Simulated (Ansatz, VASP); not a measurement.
**Two plane-wave programs on Ga3Se**

POSCAR

```
Ga3Se
1.0
    4.4324650000      0.0000000000      0.0000000000
    0.0000000000      4.4324650000      0.0000000000
    0.0000000000      0.0000000000      4.4324650000
Se Ga
1 3
Direct
    0.0000000000      0.0000000000      0.0000000000
    0.5000000000      0.5000000000      0.0000000000
    0.5000000000      0.0000000000      0.5000000000
    0.0000000000      0.5000000000      0.5000000000
```

File INCAR.step1:

```
SYSTEM = Ga3Se
ALGO = Normal ; EDIFF = 1E-4
ENCUT = 520 ; GGA = PE
ISMEAR = -1 ; LASPH = .TRUE.
LCHARG = .FALSE. ; LREAL = .FALSE.
LWAVE = .TRUE. ; NBANDS = 30
NELM = 80 ; PREC = Accurate
SIGMA = 0.05
```

File INCAR.step2:

```
SYSTEM = Ga3Se
ALGO = Normal ; EDIFF = 1E-6
ENCUT = 520 ; ISIF = 2
ISMEAR = -1 ; ISTART = 1
LASPH = .TRUE. ; LCHARG = .FALSE.
LMIXTAU = .TRUE. ; LREAL = .FALSE.
LWAVE = .FALSE. ; METAGGA = R2SCAN
NBANDS = 30 ; NELM = 80
PREC = Accurate ; SIGMA = 0.05
```

Contents of KPOINTS:

```
k-points
0
G
  4 4 4
  0 0 0
```

File input.yaml:

```yaml
crystal:
  lattice:
    - [4.432465, 0.0, 0.0]
    - [0.0, 4.432465, 0.0]
    - [0.0, 0.0, 4.432465]
  atoms:
    - { symbol: Se, position: [0.0, 0.0, 0.0] }
    - { symbol: Ga, position: [0.5, 0.5, 0.0] }
    - { symbol: Ga, position: [0.5, 0.0, 0.5] }
    - { symbol: Ga, position: [0.0, 0.5, 0.5] }
hamiltonian:
  xc: r2scan
  pseudopotentials: { kind: paw }
kpoints:
  mp_grid: { grid: [4, 4, 4] }
scf:
  occupations: { method: fermi_dirac, width: 0.05 }
  n_extra_bands: 10
output:
  forces: true
  stress: true
  eigenvalues: true
  dos: { projected: true, de: 0.05, nscf_kmesh: { grid: [6, 6, 6] } }
```

The cell comes from a database or a generator and needn't be the stable form of this composition.

Alike in both runs: functional r2SCAN; k mesh 4 × 4 × 4; occupations fermi-dirac, width 0.05 eV; no spin polarisation.

```csv
,VASP,Ansatz
version,VASP 6.6.1,Ansatz 0.2.0
potentials or method,"VASP PAW PBE potentials, release 64 (Se, Ga_d)",Ansatz PAW
plane-wave cutoff (eV),520,500
valence electrons in the cell,45,55
task,single point,projected density of states
```

```csv
,VASP,Ansatz,Ansatz less VASP
gap on the k mesh at the Fermi level (eV),none,none,-
pressure (GPa),-1.2,-1.2,-0.05
```

A gap of «none» marks a metal or a gap that the smearing closes. The two sets of potentials don't hold the same shells in valence.

Caveats: the PAW data sets were made with another functional, which shifts forces and pressure a little (VASP); the PAW data sets come from PBE, with cores solved anew for the run's functional, which leaves a small shift of forces and pressure (Ansatz); the density of states is complete only up to the lowest level of the last band computed (Ansatz).
